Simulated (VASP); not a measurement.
**CdF2 (111), 3 units in VASP**

How does CdF2 (111), 3 units behave as a surface?

Calculated with VASP 6.6.1; PBE; plane waves and PAW (F, Cd).

### Step 1. Set-up

The cell holds 9 atoms: 6 F and 3 Cd. Cell: a = 3.811 Å, b = 3.811 Å, c = 25.780 Å, α = 90.0°, β = 90.0°, γ = 120.0°. It derives from CdF2 (fluorite CdF2). Vacuum lies along c.

Structure file:

```xyz
9
Lattice="3.8113 0.0000 0.0000 -1.9057 3.3007 0.0000 0.0000 0.0000 25.7798" Properties=species:S:1:pos:R:3
F     1.9057    1.1002    9.0000
F     0.0000    0.0000   10.5560
F     0.0000    2.2005   12.1119
F     1.9057    1.1002   13.6679
F     0.0000    0.0000   15.2238
F     0.0000    2.2005   16.7798
Cd    0.0000    2.2005    9.7780
Cd    0.0000    0.0000   12.8899
Cd    1.9057    1.1002   16.0018
```

### Step 2. Relaxing the slab

All atoms relax at the fixed cell.

File INCAR:

```
SYSTEM = CdF2
PREC = Normal
ENCUT = 400
EDIFF = 1E-05
NELM = 120
ISMEAR = 0
SIGMA = 0.05
LREAL = .FALSE.
ALGO = Fast
GGA = PE
NBANDS = 48
LORBIT = 11
LWAVE = .FALSE.
LCHARG = .FALSE.
KPAR = 4
IBRION = 2
NSW = 40
ISIF = 2
EDIFFG = -0.03
POTIM = 0.4
MAXMIX = 40
IDIPOL = 3
LDIPOL = .TRUE.
DIPOL = 0.5 0.5 0.5
```

File POSCAR:

```
CdF2
1.0
    3.8113055500      0.0000000000      0.0000000000
   -1.9056527800      3.3006874300      0.0000000000
    0.0000000000      0.0000000000     25.7797948773
F Cd
6 3
Direct
    0.6666666700      0.3333333300      0.3491106133
    0.0000000000      0.0000000000      0.4094663680
    0.3333333300      0.6666666700      0.4698221227
    0.6666666700      0.3333333300      0.5301778773
    0.0000000000      0.0000000000      0.5905336320
    0.3333333300      0.6666666700      0.6508893867
    0.3333333300      0.6666666700      0.3792884906
    0.0000000000      0.0000000000      0.5000000000
    0.6666666700      0.3333333300      0.6207115094
```

File KPOINTS:

```
Automatic mesh
0
Gamma
12 12 1
0 0 0
```

The projector-augmented-wave data sets are F and Cd (PBE family, release 64).

Started as:

```sh
$ mpirun -np 4 vasp_std
```

Log:

```text
[banner, memory and clock lines left out]
running    4 mpi-ranks, on    1 nodes
 distrk:  each k-point on    1 cores,    4 groups
 distr:  one band on    1 cores,    1 groups

 POSCAR found type information on POSCAR F Cd
 POSCAR found :  2 types and       9 ions
 LDA part: xc-table for (Slater+PW92), standard interpolation
 POSCAR, INCAR and KPOINTS ok, starting setup
 FFT: planning ... GRIDC
 FFT: planning ... GRID_SOFT
 FFT: planning ... GRID
 WAVECAR not read
 entering main loop
       N       E                     dE             d eps       ncg     rms          rms(c)
DAV:   1     0.653902604603E+03    0.65390E+03   -0.34122E+04  2000   0.115E+03
DAV:   2     0.274253155053E+02   -0.62648E+03   -0.60416E+03  2248   0.350E+02
DAV:   3    -0.367431490550E+02   -0.64168E+02   -0.63693E+02  2088   0.115E+02
DAV:   4    -0.376627401294E+02   -0.91959E+00   -0.91903E+00  1944   0.151E+01
DAV:   5    -0.376735679806E+02   -0.10828E-01   -0.10827E-01  2144   0.146E+00    0.171E+01
RMM:   6    -0.324039269324E+02    0.52696E+01   -0.19219E+01  1824   0.180E+01    0.136E+01
RMM:   7    -0.323735276499E+02    0.30399E-01   -0.13348E+00  1824   0.497E+00    0.724E+00
RMM:   8    -0.322904174808E+02    0.83110E-01   -0.23333E-01  1824   0.257E+00    0.341E+00
RMM:   9    -0.322873502843E+02    0.30672E-02   -0.61443E-02  1824   0.161E+00    0.369E-01
RMM:  10    -0.322884890429E+02   -0.11388E-02   -0.25322E-02  1824   0.584E-01    0.388E-01
RMM:  11    -0.322893336174E+02   -0.84457E-03   -0.38452E-03  1824   0.350E-01    0.777E-02
RMM:  12    -0.322894710253E+02   -0.13741E-03   -0.97416E-04  1840   0.101E-01    0.462E-02
RMM:  13    -0.322895372388E+02   -0.66214E-04   -0.17411E-04  1783   0.585E-02    0.245E-02
RMM:  14    -0.322895880984E+02   -0.50860E-04   -0.49306E-05  1302   0.194E-02    0.125E-02
RMM:  15    -0.322897204462E+02   -0.13235E-03   -0.18234E-05  1170   0.196E-02    0.155E-02
RMM:  16    -0.322897306320E+02   -0.10186E-04   -0.47654E-06  1006   0.826E-03    0.812E-03
RMM:  17    -0.322897649097E+02   -0.34278E-04   -0.74806E-06  1084   0.131E-02    0.587E-03
RMM:  18    -0.322897718139E+02   -0.69042E-05   -0.18006E-06   968   0.629E-03
   1 F= -.32289772E+02 E0= -.32289772E+02  d E =-.322898E+02
 curvature:   0.00 expect dE= 0.000E+00 dE for cont linesearch  0.000E+00
 trial: gam= 0.00000 g(F)=  0.103E-01 g(S)=  0.000E+00 ort = 0.000E+00 (trialstep = 0.100E+01)
 search vector abs. value=  0.103E-01
 bond charge predicted
       N       E                     dE             d eps       ncg     rms          rms(c)
DAV:   1    -0.322959849713E+02   -0.62201E-02   -0.33684E+00  2000   0.953E+00    0.243E-01
RMM:   2    -0.322993738142E+02   -0.33888E-02   -0.40311E-02  1824   0.972E-01    0.129E-01
RMM:   3    -0.322994679336E+02   -0.94119E-04   -0.32297E-03  1824   0.305E-01    0.595E-02
RMM:   4    -0.322995760825E+02   -0.10815E-03   -0.69780E-04  1789   0.116E-01    0.329E-02
RMM:   5    -0.322995834398E+02   -0.73573E-05   -0.13079E-04  1736   0.569E-02    0.425E-02
RMM:   6    -0.322995863449E+02   -0.29051E-05   -0.28819E-05  1213   0.241E-02
   2 F= -.32299586E+02 E0= -.32299586E+02  d E =-.981453E-02
[... from here on, the cycles between the ionic steps are left out ...]
   3 F= -.32322070E+02 E0= -.32322070E+02  d E =-.322985E-01
   4 F= -.32339865E+02 E0= -.32339865E+02  d E =-.500927E-01
   5 F= -.32348748E+02 E0= -.32348748E+02  d E =-.888300E-02
   6 F= -.32368896E+02 E0= -.32368896E+02  d E =-.290316E-01
   7 F= -.32374616E+02 E0= -.32374616E+02  d E =-.347517E-01
   8 F= -.32377965E+02 E0= -.32377965E+02  d E =-.381009E-01
   9 F= -.32384788E+02 E0= -.32384788E+02  d E =-.682210E-02
  10 F= -.32395544E+02 E0= -.32395544E+02  d E =-.175790E-01
  11 F= -.32395952E+02 E0= -.32395952E+02  d E =-.179870E-01
  12 F= -.32395934E+02 E0= -.32395934E+02  d E =-.179682E-01
 curvature:  -2.89 expect dE=-0.123E-02 dE for cont linesearch -0.828E-04
 ZBRENT: accuracy reached
 trial: gam=-0.03969 g(F)=  0.426E-03 g(S)=  0.000E+00 ort = 0.571E-03 (trialstep = 0.175E+01)
 search vector abs. value=  0.398E-03
 bond charge predicted
       N       E                     dE             d eps       ncg     rms          rms(c)
DAV:   1    -0.323959534639E+02   -0.21770E-04   -0.43172E-01  1840   0.336E+00    0.102E-01
RMM:   2    -0.323961584632E+02   -0.20500E-03   -0.52590E-03  1824   0.379E-01    0.800E-02
RMM:   3    -0.323962204128E+02   -0.61950E-04   -0.50066E-04  1821   0.125E-01    0.407E-02
RMM:   4    -0.323962013228E+02    0.19090E-04   -0.85865E-05  1660   0.465E-02    0.215E-02
RMM:   5    -0.323962167501E+02   -0.15427E-04   -0.67036E-05  1494   0.366E-02    0.145E-02
RMM:   6    -0.323962196005E+02   -0.28504E-05   -0.61347E-06  1075   0.109E-02
  13 F= -.32396220E+02 E0= -.32396220E+02  d E =-.285995E-03
 trial-energy change:   -0.000286  1 .order   -0.000319   -0.000703    0.000065
 step:   1.5969(harm=  1.5969)  dis= 0.00349  next Energy=   -32.396255 (dE=-0.322E-03)
 reached required accuracy - stopping structural energy minimisation
```

It took 2.4 min on 4 MPI ranks of Intel Xeon 6975P-C (Granite Rapids), shared host; peak memory 1.3 GiB; 8.6 min of CPU time.

Lines that name or quote the potential files are left out of all logs, and their timing lines are given in words.

OUTCAR, selected parts (step 2):

```text
ion  position               nearest neighbor table
   1  0.667  0.333  0.349-   7 2.33   7 2.33   7 2.33
   2  0.000  0.000  0.409-   7 2.33   8 2.33   7 2.33   7 2.33
   3  0.333  0.667  0.470-   8 2.33   7 2.33   8 2.33   8 2.33
   4  0.667  0.333  0.530-   8 2.33   9 2.33   8 2.33   8 2.33
   5  0.000  0.000  0.591-   9 2.33   8 2.33   9 2.33   9 2.33
   6  0.333  0.667  0.651-   9 2.33   9 2.33   9 2.33
   7  0.333  0.667  0.379-   1 2.33   1 2.33   2 2.33   3 2.33   2 2.33   2 2.33   1 2.33
   8  0.000  0.000  0.500-   3 2.33   4 2.33   2 2.33   5 2.33   4 2.33   3 2.33   4 2.33   3 2.33

  LATTYP: Found a hexagonal cell.
 ALAT       =     3.8113055500
 C/A-ratio  =     6.7640325708

 Subroutine GETGRP returns: Found 12 space group operations
 (whereof 12 operations were pure point group operations)

The static configuration has the point symmetry D_3d.

 Found     19 irreducible k-points:

   k-points           NKPTS =     19   k-points in BZ     NKDIM =     19   number of bands    NBANDS=     48

   dimension x,y,z NGX =    20 NGY =   20 NGZ =  126
   dimension x,y,z NGXF=    40 NGYF=   40 NGZF=  252

   ENCUT  =  400.0 eV  29.40 Ry    5.42 a.u.   6.22  6.22 42.04*2*pi/ulx,y,z

   NELECT =      78.0000    total number of electrons

 k-points in reciprocal lattice and weights: Automatic mesh
   0.00000000  0.00000000  0.00000000       0.007
   0.08333333 -0.00000000  0.00000000       0.042
   0.16666667 -0.00000000  0.00000000       0.042
   0.25000000  0.00000000  0.00000000       0.042
   0.33333333 -0.00000000  0.00000000       0.042
   0.41666667 -0.00000000  0.00000000       0.042
   0.50000000  0.00000000  0.00000000       0.021
   0.08333333  0.08333333  0.00000000       0.042
   0.16666667  0.08333333  0.00000000       0.083
[...]
0.33333333  0.25000000  0.00000000       0.083
   0.33333333  0.33333333  0.00000000       0.014

 dipolmoment           0.000000      0.000000     -0.000000 electrons x Angstroem

 average (electrostatic) potential at core
       1 -82.0199       2 -82.4047       3 -82.3931       4 -82.3931       5 -82.4047
       6 -82.0199       7 -43.7827       8 -43.6247       9 -43.7827

 E-fermi :  -5.6327

 k-point     1 :       0.0000    0.0000    0.0000
  band No.  band energies     occupation
    ...
     35      -6.2389      2.00000
     36      -6.1113      2.00000
     37      -6.1110      2.00000
     38      -6.1024      2.00000
     39      -6.1022      2.00000
     40      -2.7066      0.00000
     41      -1.9269      0.00000
     42      -0.5066      0.00000
     43       1.8809      0.00000
     44       2.1068      0.00000
    ...

 k-point     2 :       0.0833   -0.0000    0.0000
  band No.  band energies     occupation
    ...
     35      -6.2312      2.00000
     36      -6.1351      2.00000
     37      -6.1231      2.00000
     38      -6.0982      2.00000
     39      -6.0884      2.00000
     40      -2.4910      0.00000
     41      -1.7692      0.00000
     42      -0.4030      0.00000
     43       1.9743      0.00000
     44       2.1931      0.00000
    ...

 k-point     3 :       0.1667   -0.0000    0.0000
  band No.  band energies     occupation
    ...
     35      -6.2128      2.00000
     36      -6.1917      2.00000
     37      -6.1554      2.00000
     38      -6.0666      2.00000
     39      -6.0484      2.00000
     40      -1.9278      0.00000
     41      -1.3359      0.00000
     42      -0.1071      0.00000
     43       2.2474      0.00000
     44       2.4464      0.00000
    ...

  Total       -9.0818627     -9.0818627     -7.1003055      0.0000000      0.0000000     -0.0000000
  in kB      -44.8670887    -44.8670888    -35.0776097      0.0000001      0.0000000     -0.0000000
  external PRESSURE =     -41.6039291 kB  Pullay stress =       0.0000000 kB

  energy-cutoff  :      400.00
  volume of cell :      324.31
      direct lattice vectors                 reciprocal lattice vectors
     3.811305550  0.000000000  0.000000000     0.262377284  0.151483596  0.000000000
    -1.905652780  3.300687430  0.000000000     0.000000000  0.302967191  0.000000000
     0.000000000  0.000000000 25.779794877     0.000000000  0.000000000  0.038790068

 POSITION                                       TOTAL-FORCE (eV/Angst)
 -----------------------------------------------------------------------------------
      1.90565      1.10023      8.78180         0.000000      0.000000     -0.002129
      0.00000      0.00000     10.45026        -0.000000      0.000000     -0.011444
     -0.00000      2.20046     12.06344        -0.000000      0.000000      0.004032
      1.90565      1.10023     13.71635         0.000000     -0.000000     -0.004032
      1.90565      3.30069     15.32953         0.000000     -0.000000      0.011444
     -0.00000      2.20046     16.99799        -0.000000      0.000000      0.002129
     -0.00000      2.20046      9.62479        -0.000000      0.000000      0.005308
      3.81131      0.00000     12.88990        -0.000000      0.000000      0.000000
      1.90565      1.10023     16.15500        -0.000000      0.000000     -0.005308
 -----------------------------------------------------------------------------------
    total drift:                               -0.000000      0.000000     -0.000000

  FREE ENERGIE OF THE ION-ELECTRON SYSTEM (eV)
  ---------------------------------------------------
  free  energy   TOTEN  =       -32.3962196005 eV

  energy  without entropy=      -32.3962196005  energy(sigma->0) =      -32.39621960

 reached required accuracy - stopping structural energy minimisation

 vacuum level on the upper side and lower side of the slab         2.407         2.407

 total charge
# of ion       s       p       d       tot
------------------------------------------
    1        1.772   4.327   0.000   6.099
    2        1.775   4.348   0.000   6.123
    3        1.774   4.351   0.000   6.125
    4        1.774   4.351   0.000   6.125
    5        1.775   4.348   0.000   6.123
    6        1.772   4.327   0.000   6.099
    7        0.227   0.169   9.665  10.061
    8        0.224   0.178   9.677  10.079
    9        0.227   0.169   9.665  10.061
--------------------------------------------------
tot         11.320  26.568  29.006  66.894

[... 3 further parts left out ...]
```

The gap is read on the k-mesh alone, so it is an upper bound where the band edges lie off the mesh. The run keeps the 12 symmetry operations of its start, so it cannot find a distortion of lower symmetry.

Step by step:

| step | energy less that of the first step (eV) | largest force (eV/Å) |
| --- | --- | --- |
| 1 | 0.0000 | 0.3028 |
| 2 | -0.0098 | 0.2859 |
| 3 | -0.0323 | 0.2170 |
| 4 | -0.0501 | 0.3781 |
| 5 | -0.0590 | 0.3568 |
| 6 | -0.0791 | 0.2903 |
| 7 | -0.0848 | 0.2796 |
| 8 | -0.0882 | 0.1875 |
| 9 | -0.0950 | 0.1524 |
| 10 | -0.1058 | 0.0645 |
| 11 | -0.1062 | 0.0314 |
| 12 | -0.1062 | 0.0657 |
| 13 | -0.1064 | 0.0114 |

The atoms that moved most (Å):

| atom | dx | dy | dz | length |
| --- | --- | --- | --- | --- |
| F6 | 0.000 | 0.000 | 0.218 | 0.218 |
| F1 | 0.000 | 0.000 | -0.218 | 0.218 |
| Cd7 | 0.000 | 0.000 | -0.153 | 0.153 |
| Cd9 | 0.000 | 0.000 | 0.153 | 0.153 |
| F5 | 0.000 | 0.000 | 0.106 | 0.106 |
| F2 | 0.000 | 0.000 | -0.106 | 0.106 |
| F4 | 0.000 | 0.000 | 0.048 | 0.048 |
| F3 | 0.000 | 0.000 | -0.048 | 0.048 |

Final coordinates:

```xyz
9
Lattice="3.8113 0.0000 0.0000 -1.9057 3.3007 0.0000 0.0000 0.0000 25.7798" Properties=species:S:1:pos:R:3
F     1.9057    1.1002    8.7818
F     0.0000    0.0000   10.4503
F     0.0000    2.2005   12.0634
F     1.9057    1.1002   13.7164
F     0.0000    0.0000   15.3295
F     0.0000    2.2005   16.9980
Cd    0.0000    2.2005    9.6248
Cd    0.0000    0.0000   12.8899
Cd    1.9057    1.1002   16.1550
```

This step gave:

```
electronic cycles                               : 108
electrons                                       : 78
free energy (TOTEN)                             : -32.40 eV
Fermi energy                                    : -5.633 eV
labelled metallic, from the levels on this mesh : no
dipole moment                                   : 0, 0, 0 e·Å
gap on the k-mesh                               : 3.163 eV
least direct gap on the k-mesh                  : 3.396 eV
```

The run ended after 13 ionic steps, 0.106 eV below its first step, once the forces on the free atoms met EDIFFG = -0.03.

Only the dipole across the slab is computed (IDIPOL = 3); zeros along the plane are no results.

[end of part 1 of 3]

[Lines on the potential files, build, host, timing and source positions are cut from VASP's logs without a mark.]

[Logs are printed without paths, hosts, clocks, repeated set-up lines and the standing remarks that a program may print on its own settings, such as how far it seeks lower states.]

[Hosts, paths, dates, database ids (printed as entryN), source tags and the programs' standing remarks are cut or masked in the printed files.]

[In band tables of VASP the shares of atoms and orbitals are scaled to a sum of 1 inside the atoms' spheres.]

[Runs that stopped without an error message from VASP are left out.]
